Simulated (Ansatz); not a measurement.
# Se, beta-Sn type: geometry optimisation

Level of theory: DFT, RPBE, plane waves (420 eV) with PAW, scalar-relativistic in Ansatz 0.2.0. The PAW files were generated under PBE, with cores re-solved for the functional.

k-point mesh 12×12×8, Fermi-Dirac smearing 0.1 eV, no spin polarisation. Cell and atoms relax.

Starting structure:

```xyz
2
Lattice="-2.7576 2.7576 1.5057 2.7576 -2.7576 1.5057 2.7576 2.7576 -1.5057" Properties=species:S:1:pos:R:3 pbc="T T T"
Se    0.0000    0.0000    0.0000
Se    0.0000    2.7576    0.7528
```

Question: The pressure at the start is 0.8 GPa. By how much does the volume change?

Answer: From 22.90 to 39.71 Å³ per atom, 73.4 %. The final cell has a = 2.878 Å, b = 11.909 Å, c = 4.634 Å, β = 90.58°.

The cell has left the beta-Sn structure type; it ends in C2/c.

Question: How much energy does the relaxation gain?

Answer: 356.6 meV per atom.

The k-point mesh keeps fewer symmetry operations than the starting structure has, so the cell can leave it.
